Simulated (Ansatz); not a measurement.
Set up this calculation in Ansatz 0.2.0, as the native input.

```yaml
Task: phonons
Functional: PBEsol
Potentials_or_basis: Ansatz PAW
Cutoff: "420 eV (not typed: the program's choice for these potentials)"
k_mesh: 8 × 8 × 8
Occupations: fixed
Spin: no spin polarisation
```

The system is AlN.

```xyz
2
Lattice="0.0000 2.0345 2.0345 2.0345 0.0000 2.0345 2.0345 2.0345 0.0000" Properties=species:S:1:pos:R:3 pbc="T T T"
Al    2.0345    2.0345    2.0345
N     0.0000    0.0000    0.0000
```

Measurements of this composition are mostly on another form, of space group No. 186.

The input as run:

input.yaml

```yaml
crystal:
  lattice:
    - [0.0, 2.034518, 2.034518]
    - [2.034518, 0.0, 2.034518]
    - [2.034518, 2.034518, 0.0]
  atoms:
    - { symbol: Al, position: [0.5, 0.5, 0.5] }
    - { symbol: "N", position: [0.0, 0.0, 0.0] }
hamiltonian:
  xc: pbesol
  pseudopotentials: { kind: paw }
kpoints:
  mp_grid: { grid: [8, 8, 8] }
scf:
  occupations: { method: fixed }
phonons:
  method: dfpt
  dielectric: true
  rigid_motions: translations
```

Potentials or basis: Ansatz PAW.

The run is started by

```sh
$ ansatz run input.yaml --threads 2 --pin off --max-ram 5632MiB --backend cpu --events-out ev --progress --plain --runs-dir out
```

Results of the run:

- Band gap on the k mesh: 4.38 eV, indirect (least direct gap 5.38 eV)
- Electronic dielectric tensor (diagonal): 5.23
- Born charges (mean of the diagonal): Al +2.98; N -2.98 e
- Highest phonon frequency at Γ, LO-TO splitting left out: 441 cm⁻¹
- Static dielectric tensor (diagonal): 19.72

Wall time 5.2 s on 2 threads of Arm Neoverse V2, on a shared host, peak memory 0.33 GiB.
